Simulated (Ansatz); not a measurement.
**SnO: single point with PBE**

The system is SnO.

```
CELL_PARAMETERS angstrom
3.13193 0.00000 0.00000
0.00000 3.13193 0.00000
0.00000 0.00000 3.13193
ATOMIC_POSITIONS crystal
Sn 0.01028 0.99187 0.99583
O 0.49555 0.51364 0.50290
```

The cell was built by a generator and needn't be a form met in nature.

The cell isn't the ideal one: atoms moved at random, drawn with an rms of 0.05 Å.

| Item | Value |
| --- | --- |
| Program | Ansatz 0.2.0 |
| Task | single point |
| Functional | PBE |
| Potentials or basis | Ansatz PAW |
| Cutoff | 420 eV (not typed: the program's choice for these potentials) |
| k mesh | 9 × 9 × 9 |
| Occupations | fermi-dirac, width 0.05 eV |
| Spin | no spin polarisation |

```json
{
 "Pressure": "0.1 GPa",
 "Largest force": "0.311 eV/Å",
 "Band gap on the k mesh": "0.48 eV, indirect (least direct gap 0.91 eV)"
}
```

Forces on the atoms (eV/Å):
```
Sn   0.169 -0.249 -0.081
O   -0.169  0.249  0.081
```

Stress tensor (GPa, compression positive):
```
 0.05  0.06  0.02
 0.06  0.14 -0.03
 0.02 -0.03 -0.01
```

Levels at points of the mesh, in eV from the valence-band top:
| k point | band 7 | band 8 | band 9 | band 10 | band 11 | band 12 | band 13 | band 14 |
| --- | --- | --- | --- | --- | --- | --- | --- | --- |
| (0.00, 0.00, 0.00) | -7.27 | -2.25 | -2.25 | -2.24 | 7.77 | 7.94 | 8.15 | 8.42 |

Wall time 9.9 s on 2 threads of Arm Neoverse V1 (shared host), peak memory 0.46 GiB.

Caveat: odd divisions of the mesh miss points on the zone boundary, where band edges often lie, so the gap on the mesh can be too wide; the pressure holds a Pulay correction of +0.5 GPa for the finite cutoff; spin-orbit coupling is left out, which moves the levels of the heavy elements. A k mesh can miss the band edges.
